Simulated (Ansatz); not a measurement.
CoO in Ansatz: the effect of fixed moment

The system is CoO.

```
Co O
1.0
     3.19765    0.00000    0.00000
    -1.59882    2.76924    0.00000
     0.00000    0.00000    5.22871
Co O
2 2
Cartesian
  0.0000 1.8462 2.6319
  0.0000 0.0000 0.0182
  0.0000 1.8462 4.5571
  0.0000 0.0000 1.9430
```

Measurements of this composition are mostly on another form, of space group No. 225.

Alike in all runs:

```yaml
Program: Ansatz 0.2.0
Task: single point
Functional: PBEsol
Potentials_or_basis: Ansatz PAW
Cutoff: "420 eV (not typed: the program's choice for these potentials)"
k_mesh: 8 × 8 × 5
Occupations: fermi-dirac, width 0.05 eV
```

| fixed moment | spin | starting moments | energy over the lowest run (meV/atom) | pressure (GPa) | largest force (eV/Å) |
| --- | --- | --- | --- | --- | --- |
| 0 | collinear spin, program default start | - | ? | ? | ? |
| 3 | collinear spin, ferromagnetic start | [1.5, 1.5, 0.0, 0.0] μB | 88.6 | -18.5 | 0.14 |
| 4 | collinear spin, ferromagnetic start | [2.0, 2.0, 0.0, 0.0] μB | 45.6 | -15.3 | 0.23 |
| 5 | collinear spin, ferromagnetic start | [2.5, 2.5, 0.0, 0.0] μB | 14.3 | -11.2 | 0.29 |
| 6 | collinear spin, ferromagnetic start | [3.0, 3.0, 0.0, 0.0] μB | 0.0 | -6.3 | 0.24 |
| 8 | collinear spin, ferromagnetic start | [4.0, 4.0, 0.0, 0.0] μB | 1005.8 | 6.5 | 0.14 |

**Question.** What does the run with fixed moment 0 give?

**Answer.** Energy over the lowest run 172.9 meV/atom; pressure -22.2 GPa; largest force 0.12 eV/Å.

Worked out: A parabola through the other rows of the energy over the lowest run, of slope -798 meV/atom per unit of fixed moment there, extrapolates to 1751.6 meV/atom, against the run's 172.9. A parabola through the other rows of the pressure, of slope -0.0419 GPa per unit of fixed moment there, extrapolates to -22.5 GPa, against the run's -22.2. A parabola through the other rows of the largest force, of slope 0.228 eV/Å per unit of fixed moment there, extrapolates to -0.35 eV/Å, against the run's 0.12.

Caveats: the total moment is fixed, so each spin has its own Fermi level; the PAW data sets come from PBE, with cores solved anew for the run's functional, which leaves a small shift of forces and pressure; the thresholds are loose for stress.
